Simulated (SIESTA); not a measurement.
The system is PbO2.

```
Pb O
1.0
     0.00000    2.70199    2.70199
     2.70199    0.00000    2.70199
     2.70199    2.70199    0.00000
Pb O
1 2
Direct
  0.00000 0.00000 0.00000
  0.75000 0.75000 0.75000
  0.25000 0.25000 0.25000
```

The cell comes from a database or a generator and needn't be the stable form of this composition.

Base run:

| Property | Result |
| --- | --- |
| Program | SIESTA 5.4.2 |
| Functional | PBEsol |
| Potentials or basis | PseudoDojo 0.4 standard (PBEsol files) |
| Basis | DZP (energy shift 0.003 Ry; two zetas on semicore shells) |
| Grid cutoff | 800 Ry |
| Energy shift | 0.003 Ry |
| k mesh | 9 × 9 × 9 |
| Occupations | fermi-dirac, width 0.05 eV |
| Spin | no spin polarisation |

Its results: band gap on the k mesh none (metal or under the smearing width); pressure -1.2 GPa.

**Question.** The run is repeated on the same cell with these changes: functional from PBEsol to LDA; potentials or basis from PseudoDojo 0.4 standard (PBEsol files) to PseudoDojo 0.4 standard (LDA files). What comes out?

**Answer.** Band gap on the k mesh none (metal or under the smearing width); pressure -6.2 GPa.

Caveats: the basis of atomic orbitals isn't converged, which shifts pressures, moduli and gaps; the basis holds too few empty states to meet the f-sum rule, so the spectrum is short of weight at high energy (some runs).

Not every run made on this cell is shown here.
